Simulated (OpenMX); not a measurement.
BaS:

```
Ba S
1.0
     0.00000    3.19375    3.19375
     3.19375    0.00000    3.19375
     3.19375    3.19375    0.00000
Ba S
1 1
Cartesian
  0.0000 0.0000 0.0000
  3.1938 3.1938 3.1938
```

Base run:

* Program: OpenMX 3.8.5
* Functional: PBE
* Potentials or basis: OpenMX 2013 PBE set, Ba10.0-s3p2d2f1, S7.0-s3p2d2f1, grid cutoff 300 Ry
* k mesh: 7 × 7 × 7
* Occupations: fermi-dirac, width 0.05 eV
* Spin: no spin polarisation

Its results: band gap on the k mesh 2.09 eV, indirect (least direct gap 2.28 eV); pressure 1.4 GPa.

Q: The run is repeated on the same cell with these changes: functional from PBE to LDA; potentials or basis from OpenMX 2013 PBE set, Ba10.0-s3p2d2f1, S7.0-s3p2d2f1, grid cutoff 300 Ry to OpenMX 2013 LDA set, Ba10.0-s3p2d2, S7.0-s2p2d1f1, grid cutoff 300 Ry. What comes out?

A: Band gap on the k mesh 1.89 eV, indirect (least direct gap 2.09 eV); pressure -2.0 GPa.

Caveats: spin-orbit coupling is left out, which moves the levels of the heavy elements; the basis of atomic orbitals isn't converged, which shifts pressures, moduli and gaps.

A k mesh can miss the band edges.
